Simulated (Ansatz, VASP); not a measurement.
# Na3H in VASP and in Ansatz

The input INCAR:

```
SYSTEM = Na3H
ALGO = Normal
EDIFF = 1E-7
EDIFFG = -0.04
ENCUT = 600
GGA = PE
IBRION = 2
ISIF = 3
ISMEAR = 0
LASPH = .TRUE.
LCHARG = .FALSE.
LREAL = .FALSE.
LWAVE = .FALSE.
NELM = 100
NSW = 90
PREC = Accurate
SIGMA = 0.1
```

The input KPOINTS:

```
k-points
0
G
  3 3 6
  0 0 0
```

Contents of POSCAR:

```
Na3H
1.0
    6.1913527728      0.0000000000      0.0000000000
   -3.0956763864      5.3618687850      0.0000000000
    0.0000000000      0.0000000000      3.4531314714
Na H
3 1
Direct
    0.5000000000      0.0000000000      0.0000000000
    0.0000000000      0.5000000000      0.0000000000
    0.5000000000      0.5000000000      0.0000000000
    0.0000000000      0.0000000000      0.0000000000
```

Input for Ansatz:

```yaml
crystal:
  lattice:
    - [6.1913527728, 0.0, 0.0]
    - [-3.0956763864, 5.361868785, 0.0]
    - [0.0, 0.0, 3.4531314714]
  atoms:
    - { symbol: Na, position: [0.5, 0.0, 0.0] }
    - { symbol: Na, position: [0.0, 0.5, 0.0] }
    - { symbol: Na, position: [0.5, 0.5, 0.0] }
    - { symbol: H, position: [0.0, 0.0, 0.0] }
basis:
  ecutwfc: 420
kpoints:
  mp_grid: { grid: [3, 3, 6] }
hamiltonian:
  xc: pbe
scf:
  occupations: { method: gaussian, width: 0.1 }
  lower_state_search: "off"
output:
  forces: true
  stress: true
  eigenvalues: true
relax:
  adjacent_minimum: "off"
  f_tol: 0.04
  max_steps: 70
  cell: { stress_tol: 0.4 }
```

Alike in both runs: task relaxation of cell and atoms; functional PBE; k mesh 3 × 3 × 6; occupations gaussian, width 0.1 eV; no spin polarisation.

|  | VASP | Ansatz |
| --- | --- | --- |
| version | VASP 6.6.1 | Ansatz 0.2.0 |
| potentials or method | VASP PAW PBE potentials, release 64 (Na_pv, H) | scalar-relativistic, plane waves, PAW |
| plane-wave cutoff (eV) | 600 | 420 |
| valence electrons in the cell | 22 | 28 |

|  | VASP | Ansatz | Ansatz less VASP |
| --- | --- | --- | --- |
| gap on the k mesh at the Fermi level, each at its own relaxed structure (eV) | none | none | - |
| relaxed volume (Å³/atom) | 29.50 | 29.54 | +0.036 |
| relaxed cell length with the largest relative difference (Å) | 3.602 | 3.593 | -0.0094 |
| energy change over the relaxation (meV/atom) | -3 | -3 | 0.0 |

A gap of «none» marks a metal or a gap that the smearing closes. The two sets of potentials don't hold the same shells in valence.

Caveats: the k mesh is coarse (spacing up to 0.39 Å⁻¹), so the values aren't converged.
